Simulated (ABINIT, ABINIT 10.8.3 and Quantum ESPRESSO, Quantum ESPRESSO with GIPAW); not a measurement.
## NMR shieldings of KI in space group Pm-3m by two methods

Wanted: shieldings of KI in space group Pm-3m from two unrelated programs, to see how far they agree.

Method: DFT, plane-wave PAW; levels as the steps name them, in ABINIT 10.8.3 and Quantum ESPRESSO with GIPAW.

## Step 1: Starting point

Symmetry: Pm-3m, No. 221, cubic system. Conventional cell: a = 4.291 Å, b = 4.291 Å, c = 4.291 Å, α = 90.00°, β = 90.00°, γ = 90.00°. I has 8 K at 3.72 Å nearest. Nearest to K lie 8 I at 3.72 Å. Farther neighbours and most contacts between anions are not listed.

## Step 2: GIPAW: ground state

The first road is linear response to a uniform field, which keeps the symmetry and yields every site at once.

A patched development version of Quantum ESPRESSO; PAW files made with ld1.x from the pslibrary 1.0.0 recipes.

File run_scf.py:

```python
from ase import Atoms
from ase.calculators.espresso import Espresso, EspressoProfile

atoms = Atoms(
    ['I', 'K'],
    cell=[
        [4.29119666, 0.00000000, 0.00000000],
        [0.00000000, 4.29119666, 0.00000000],
        [0.00000000, 0.00000000, 4.29119666],
    ],
    scaled_positions=[
        [0.50000000, 0.50000000, 0.50000000],
        [0.00000000, 0.00000000, 0.00000000],
    ],
    pbc=True,
)
atoms.calc = Espresso(
    profile=EspressoProfile(command='mpirun -np 8 pw.x -nk 8', pseudo_dir='./'),
    pseudopotentials={
        'I': 'I.pbe-n-kjpaw_psl.1.0.0-gipaw.UPF',
        'K': 'K.pbe-spn-kjpaw_psl.1.0.0-gipaw.UPF',
    },
    input_data={
        'control': {'calculation': 'scf', 'prefix': 'x', 'outdir': './tmp/'},
        'system': {'ecutwfc': 55, 'ecutrho': 330, 'nbnd': 10},
        'electrons': {'conv_thr': 1.0e-10, 'mixing_beta': 0.7, 'electron_maxstep': 100},
    },
    kpts=(6, 6, 6),
    koffset=(0, 0, 0),
)
print('energy', atoms.get_potential_energy(), 'eV')
```

ASE writes espresso.pwi from it and starts pw.x; the output below is espresso.pwo.

File espresso.pwi:

```
&CONTROL
   calculation      = 'scf'
   outdir           = './tmp/'
   prefix           = 'x'
   pseudo_dir       = './'
/
&SYSTEM
   nbnd             = 10
   ecutwfc          = 55
   ecutrho          = 330
   ntyp             = 2
   nat              = 2
   ibrav            = 0
/
&ELECTRONS
   electron_maxstep = 100
   conv_thr         = 1e-10
   mixing_beta      = 0.7
/
&IONS
/
&CELL
/
&FCP
/
&RISM
/
ATOMIC_SPECIES
I 126.90447 I.pbe-n-kjpaw_psl.1.0.0-gipaw.UPF
K 39.0983 K.pbe-spn-kjpaw_psl.1.0.0-gipaw.UPF

K_POINTS automatic
6 6 6  0 0 0

CELL_PARAMETERS angstrom
4.29119666000000 0.00000000000000 0.00000000000000
0.00000000000000 4.29119666000000 0.00000000000000
0.00000000000000 0.00000000000000 4.29119666000000

ATOMIC_POSITIONS angstrom
I 2.1455983300 2.1455983300 2.1455983300  
K 0.0000000000 0.0000000000 0.0000000000
```

Launch:

```bash
$ python run_scf.py
```

Numbers of over 12 decimals in the logs are rounded to 6 here.

Output:

```text
Warning: card &CELL ignored
Warning: card &FCP ignored
Warning: card &RISM ignored
[...]
as large as its charge; the limit is 4.5
     Functions over the limit replaced by smooth ones with the moment of the charge, as mend_augmentation asks: 1
     This moves results (see INPUT_PW). Waves and levels in the save fit builds from 8.0dev_s219 on
     using ibrav=0 with symmetry is DISCOURAGED, use correct ibrav instead

     bravais-lattice index     =            0
     lattice parameter (alat)  =       8.1092  a.u.
     unit-cell volume          =     533.2512 (a.u.)^3
     number of atoms/cell      =            2
     number of atomic types    =            2
     number of electrons       =        16.00
     number of Kohn-Sham states=           10
     kinetic-energy cutoff     =      55.0000  Ry
     charge density cutoff     =     330.0000  Ry
     scf convergence threshold =      1.0E-10
     mixing beta               =       0.7000
     number of iterations used =            8  plain     mixing
     Exchange-correlation= SLA-PW-PBX-PBC
                           (   1   4   3   4   0   0   0)
[...]
I                 7.00   126.90447     I ( 1.00)
     K                 9.00    39.09830     K ( 1.00)

     48 Sym. Ops., with inversion, found
[...]
number of k points=    20
[...]
Dense  grid:    54171 G-vectors     FFT dimensions: (  48,  48,  48)

     Smooth grid:    29423 G-vectors     FFT dimensions: (  40,  40,  40)

     Initial potential from superposition of free atoms

     starting charge      15.9811, renormalised to      16.0000
     Starting wfcs are   12 randomized atomic wfcs

     Self-consistent Calculation

     iteration #  1     ecut=    55.00 Ry     beta= 0.70
     Davidson diagonalization with overlap
     ethr =  1.00E-02,  avg # of iterations =  5.2

     Threshold (ethr) on eigenvalues was too large:
     Diagonalizing with lowered threshold

     Davidson diagonalization with overlap
     ethr =  1.93E-04,  avg # of iterations =  4.1

     total energy              =    -492.11765480 Ry
     estimated scf accuracy    <       0.02683371 Ry

     iteration #  2     ecut=    55.00 Ry     beta= 0.70
     Davidson diagonalization with overlap
     ethr =  1.68E-04,  avg # of iterations =  3.4

     total energy              =    -492.12474707 Ry
     estimated scf accuracy    <       0.00333352 Ry

     iteration #  3     ecut=    55.00 Ry     beta= 0.70
[...]
total energy              =    -492.12546058 Ry
     estimated scf accuracy    <       0.00011880 Ry

[...]
c_bands: 1 eigenvalues not converged on the other pools
[...]
total energy              =    -492.12550068 Ry
[...]
iteration # 10     ecut=    55.00 Ry     beta= 0.70
     Davidson diagonalization with overlap
     ethr =  2.07E-12,  avg # of iterations =  2.6

     total energy              =    -492.12550068 Ry
     estimated scf accuracy    <          1.2E-10 Ry

     iteration # 11     ecut=    55.00 Ry     beta= 0.70
     Davidson diagonalization with overlap
     ethr =  7.37E-13,  avg # of iterations =  2.1

     The highest empty levels of an scf can be off by 1 eV or more

     End of self-consistent calculation
     [one-electron energies left out]

     highest occupied, lowest unoccupied level (ev):     2.8556    6.1868

!    total energy              =    -492.12550068 Ry
     total all-electron energy =    -15437.361531 Ry
     estimated scf accuracy    <          5.1E-13 Ry

     The total energy is the sum of the following terms:
     one-electron contribution =     -22.36398899 Ry
     hartree contribution      =      17.15395605 Ry
     xc contribution           =     -27.07754787 Ry
     ewald contribution        =     -57.94571482 Ry
     one-center paw contrib.   =    -401.89220505 Ry

     convergence has been achieved in  11 iterations
[...]
JOB DONE.
```

The job ended after 10 s (8 MPI ranks of Arm Neoverse N1, shared host; peak memory 0.76 GiB; 76 s of CPU time).

## Step 3: GIPAW: response

File nmr.in:

```
&inputgipaw
  job = 'nmr'
  prefix = 'x'
  tmp_dir = './tmp/'
  restart_mode = 'from_scratch'
  verbosity = 'low'
  q_gipaw = 0.01
  spline_ps = .true.
  conv_threshold = 1.0d-11
  use_nmr_macroscopic_shape = .false.
  pawproj(1) = .true.
  pawproj(2) = .true.
/
```

Launch:

```bash
$ mpirun -np 8 gipaw.x -in nmr.in > nmr.out
```

Output:

```text
[banner, memory and clock lines left out]
[a note of our patched build left out]

     Parallelizing q-star over 1 images

     IMPORTANT: XC functional enforced from input :
     Exchange-correlation= PBE
                           (   1   4   3   4   0   0   0)
     Any further DFT definition will be discarded
     Please, verify this is what you really want

     In I.pbe-n-kjpaw_psl.1.0.0-gipaw.UPF the largest augmentation function (projectors 1 and 4, L = 1) is 6.9 times
     as large as its charge; the limit is 4.5
     Functions over the limit replaced by smooth ones with the moment of the charge, as in the saved run: 1

[...]
projs nearly linearly dependent: l=0  n1,n2= 1, 2  s=  0.99585241
[...]
alpha_pv=     58.7441 eV

     spline_ps is .false., expect some extrapolation errors

     q-space interpolation up to    66.00 Rydberg

     GIPAW job: nmr
     NMR macroscopic correction: no
[...]
Computing the magnetic susceptibility     isolve=0    ethr=  0.1000E-10
     Starting from scratch
     k-point #    1 of    20      pool #  1    cpu time:       1.0
[...]
ATTENTION: ik=   2  ibnd= 10  eigenvalues differ too much!
         8.2869      7.8254
     ATTENTION: ik=   2  ibnd= 10  eigenvalues differ too much!
         8.2869      7.8285
     ATTENTION: ik=   2  ibnd= 10  eigenvalues differ too much!
         8.2869      7.8285
     ATTENTION: ik=   2  ibnd= 10  eigenvalues differ too much!
         8.2869      7.8285
     ATTENTION: ik=   2  ibnd= 10  eigenvalues differ too much!
         8.2869      7.8285
     ATTENTION: ik=   2  ibnd= 10  eigenvalues differ too much!
         8.2869      7.8574
     ATTENTION: ik=   2  ibnd= 10  eigenvalues differ too much!
         8.2869      7.7957
[...]
ATTENTION: ik=  13  ibnd= 10  eigenvalues differ too much!
         9.1254      8.7799
     ATTENTION: ik=  13  ibnd= 10  eigenvalues differ too much!
         9.1254      8.7828
     ATTENTION: ik=  13  ibnd= 10  eigenvalues differ too much!
         9.1254      8.8184
     ATTENTION: ik=  13  ibnd= 10  eigenvalues differ too much!
         9.1254      8.7828
     ATTENTION: ik=  13  ibnd= 10  eigenvalues differ too much!
         9.1254      8.8184
     ATTENTION: ik=  13  ibnd= 10  eigenvalues differ too much!
         9.1254      8.7799
     ATTENTION: ik=  13  ibnd= 10  eigenvalues differ too much!
         9.1254      8.7799
[...]
End of magnetic susceptibility calculation

     f-sum rule (1st term):
           -17.2743          0.0000          0.0000
             0.0000        -17.2743          0.0000
             0.0000          0.0000        -17.2743

     f-sum rule (2nd term):
            -0.0810          0.0000          0.0000
             0.0000         -0.0810          0.0000
             0.0000          0.0000         -0.0810

     f-sum rule (should be   -17.3439):
           -17.3553          0.0000          0.0000
             0.0000        -17.3553          0.0000
             0.0000          0.0000        -17.3553

[... susceptibilities left out ...]
     Contributions to the NMR chemical shifts: -------------------------------

     Macroscopic shape contribution in ppm:                    0.00
             0.0000          0.0000          0.0000
             0.0000          0.0000          0.0000
             0.0000          0.0000          0.0000

     Core contribution in ppm:

     Atom  1  I   pos: (  0.500000  0.500000  0.500000)  core sigma:        5697.05
     Atom  2  K   pos: (  0.000000  0.000000  0.000000)  core sigma:        1193.41

     Bare contribution in ppm:

     Atom  1  I   pos: (  0.500000  0.500000  0.500000)  bare sigma:          50.82
[...]
Atom  2  K   pos: (  0.000000  0.000000  0.000000)  bare sigma:         117.91
[...]
Diamagnetic contribution in ppm:

     Atom  1  I   pos: (  0.500000  0.500000  0.500000)  dia sigma:          -1.87
[...]
Atom  2  K   pos: (  0.000000  0.000000  0.000000)  dia sigma:          -4.10
[...]
Paramagnetic contribution in ppm:

     Atom  1  I   pos: (  0.500000  0.500000  0.500000)  para sigma:       -2143.76
[...]
Atom  2  K   pos: (  0.000000  0.000000  0.000000)  para sigma:        -244.73
[...]
Paramagnetic US occ-occ contribution in ppm:

     Atom  1  I   pos: (  0.500000  0.500000  0.500000)  para_oo sigma:           3.07
[...]
Atom  2  K   pos: (  0.000000  0.000000  0.000000)  para_oo sigma:           0.16
[...]
Paramagnetic US L_R Q_R contribution in ppm:

     Atom  1  I   pos: (  0.500000  0.500000  0.500000)  para_lq sigma:         812.16
[...]
Atom  2  K   pos: (  0.000000  0.000000  0.000000)  para_lq sigma:         113.47
[...]
Total NMR chemical shifts in ppm: ---------------------------------------
     (adopting the Simpson convention for anisotropy and asymmetry)-----------

     Atom  1  I   pos: (  0.500000  0.500000  0.500000)  Total sigma:        4417.48
[...]
I       1    anisotropy:      0.00    eta:    0.0000
[...]
Atom  2  K   pos: (  0.000000  0.000000  0.000000)  Total sigma:        1176.13
[...]
K       2    anisotropy:     -0.00    eta:    0.0000
[...]
```

Run time: 50 s. Hardware: 8 MPI ranks; peak memory 0.55 GiB.

(Continued in part 2 of 2.)

[Banner, clock, file and dataset-listing lines were taken out of the logs.]

[Logs are printed without paths, hosts, clocks, repeated set-up lines and the standing remarks that a program may print on its own settings, such as how far it seeks lower states.]

[Hosts, paths, dates, database ids (printed as entryN), source tags and the programs' standing remarks are cut or masked in the printed files.]
